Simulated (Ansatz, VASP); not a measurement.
# Two plane-wave programs on LiH

INCAR

```
ALGO = Normal ; EDIFF = 1E-7
ENCUT = 520 ; GGA = PE
ISIF = 2 ; ISMEAR = 0
IVDW = 12 ; LASPH = T
LCHARG = F ; LREAL = F
LWAVE = F ; NBANDS = 9
NELM = 80 ; PREC = Accurate
SIGMA = 0.01
```

Contents of KPOINTS:

```
k-points
0
Gamma
  11 11 11
```

Contents of POSCAR:

```
LiH
1.0
    0.0000000000      2.0367500000      2.0367500000
    2.0367500000      0.0000000000      2.0367500000
    2.0367500000      2.0367500000      0.0000000000
Li H
1 1
Direct
    0.0000000000      0.0000000000      0.0000000000
    0.5000000000      0.5000000000      0.5000000000
```

The input input.yaml:

```yaml
crystal:
  lattice:
    - [0.0, 2.03675, 2.03675]
    - [2.03675, 0.0, 2.03675]
    - [2.03675, 2.03675, 0.0]
  atoms:
    - { symbol: Li, position: [0.0, 0.0, 0.0] }
    - { symbol: H, position: [0.5, 0.5, 0.5] }
hamiltonian:
  xc: pbe
  pseudopotentials: { kind: paw, source: jth }
  dispersion: d3bj
kpoints:
  mp_grid: { grid: [11, 11, 11] }
scf:
  occupations: { method: fixed }
  lower_state_search: light
output:
  forces: true
  stress: true
  eigenvalues: true
  write_density: true
  write_potential: true
  elf: true
  volumetric_format: npy
```

Alike in both runs: task single point; functional PBE; dispersion D3(BJ); k mesh 11 × 11 × 11; no spin polarisation.

|  | VASP | Ansatz |
| --- | --- | --- |
| version | VASP 6.6.1 | Ansatz 0.2.0 |
| potentials or method | VASP PAW PBE potentials, release 64 (Li_sv, H) | JTH PAW |
| plane-wave cutoff (eV) | 520 | 1170 |
| occupations | gaussian, width 0.01 eV | fixed |
| valence electrons in the cell | 4 | 4 |

|  | VASP | Ansatz | Ansatz less VASP |
| --- | --- | --- | --- |
| gap on the k mesh at the Fermi level (eV) | 3.20 | 3.19 | -0.005 |
| least direct gap on the mesh (eV) | 3.20 | 3.19 | -0.005 |
| dispersion energy (meV/atom) | -157.9 | -157.9 | -0.03 |

Caveats: an odd mesh through Γ misses points on the zone boundary, where band edges often lie (VASP); odd divisions of the mesh miss points on the zone boundary, where band edges often lie, so the gap on the mesh can be too wide (Ansatz). Expect the measured gap to be larger: semilocal functionals such as PBE lack the derivative discontinuity.
